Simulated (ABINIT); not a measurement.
Runs of ABINIT 10.8.3 (patched build) on CaO. It takes space group Fm-3m (No. 225, cubic). Conventional cell: a = 4.807 Å, b = 4.807 Å, c = 4.807 Å, α = 90.00°, β = 90.00°, γ = 90.00°. Ca (site symmetry m-3m) has 6 O at 2.40 Å as nearest neighbours. O (site symmetry m-3m) has 6 Ca at 2.40 Å as nearest neighbours. The cell is a database's computed one.

| task | level | potentials or basis | cutoff (eV) | fine-grid cutoff | gap on the mesh (eV) | pressure (GPa) | V0 of scaled cells (Å³/atom) | B0 (GPa) |
| --- | --- | --- | --- | --- | --- | --- | --- | --- |
| band structure | BP86 | JTH PAW PBE v2.0 | 626 | 1224.51 eV | 3.67 | 1.0 | - | - |
| equation of state | SOGGA | JTH PAW PBE v2.0 | 626 | 1224.51 eV | - | - | 13.49 | 116 |
| band structure | PBEsol | PseudoDojo NC SR PBEsol v0.4 stringent | 1252 | - | 3.56 | -2.9 | - | - |
| band structure | SOGGA | JTH PAW PBE v2.0 | 626 | 1224.51 eV | 3.51 | (b) | - | - |
| band structure | PBEsol | JTH PAW PBE v2.0 | 626 | 1224.51 eV | (a) | -2.8 | - | - |
| band structure | RPBE | JTH PAW PBE v2.0 | 626 | 1224.51 eV | 3.76 | 5.2 | - | - |
| equation of state | AM05 | JTH PAW PBE v2.0 | 626 | 1224.51 eV | - | - | 13.65 | 111 |
| band structure | r2SCAN | JTH PAW PBE v2.0 | 762 | 1360.57 eV | 4.20 | -1.3 | - | - |

Alike in all rows: no spin polarisation; cell as given; k mesh 10 × 10 × 10; smearing fermi-dirac 0.05 eV.

Question: Estimate the missing entries.

Answer: (a) 3.55; (b) -3.2.

Caveats: the PAW data sets were made with another functional, which shifts forces and pressure a little (some runs); pressures at fixed basis lie under the slope of the energies (some runs).

Runs at the PBE level aren't shown here.
